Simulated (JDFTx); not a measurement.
The system is InAs.

```
CELL_PARAMETERS angstrom
0.00000 3.01800 3.01800
3.01800 0.00000 3.01800
3.01800 3.01800 0.00000
ATOMIC_POSITIONS crystal
In 0.00000 0.00000 0.00000
As 0.75000 0.75000 0.75000
```

```yaml
Program: JDFTx 1.7.0 (patched build)
Task: single point
Functional: PBE
Potentials_or_basis: PseudoDojo-SR-PBE-0.5-standard
Cutoff: 1143 eV
Density_cutoff: 4572 eV
k_mesh: 8 × 8 × 8
Occupations: fermi-dirac, width 0.05 eV
Spin: no spin polarisation
```

On this cell: pressure 4.4 GPa; largest force zero by symmetry; band gap on the k mesh none (metal or under the smearing width).

The same run follows on a disturbed copy (atoms moved at random, drawn with an rms of 0.05 Å):

```
CELL_PARAMETERS angstrom
0.00000 3.01800 3.01800
3.01800 0.00000 3.01800
3.01800 3.01800 0.00000
ATOMIC_POSITIONS crystal
In 0.00643 0.99527 0.99591
As 0.75925 0.74706 0.74719
```

**Question.** What changes?

**Answer.** The energy (extrapolated to zero smearing) moves by +0.9 meV/atom; pressure 4.4 GPa; largest force 0.173 eV/Å; band gap on the k mesh none (metal or under the smearing width).

Forces in eV/Å, atoms in the order of the input:
```
In   0.079  0.103  0.115
As  -0.079 -0.103 -0.115
```

Stress tensor (GPa, compression positive):
```
4.37 0.38 0.34
0.38 4.37 0.26
0.34 0.26 4.37
```

Caveats: the empty levels aren't tightly converged (some runs); this crystal is a semiconductor, whose small gap the functional closes, so the metal is an error of the method (some runs); forces may be off by hundredths of an eV/Å (some runs).
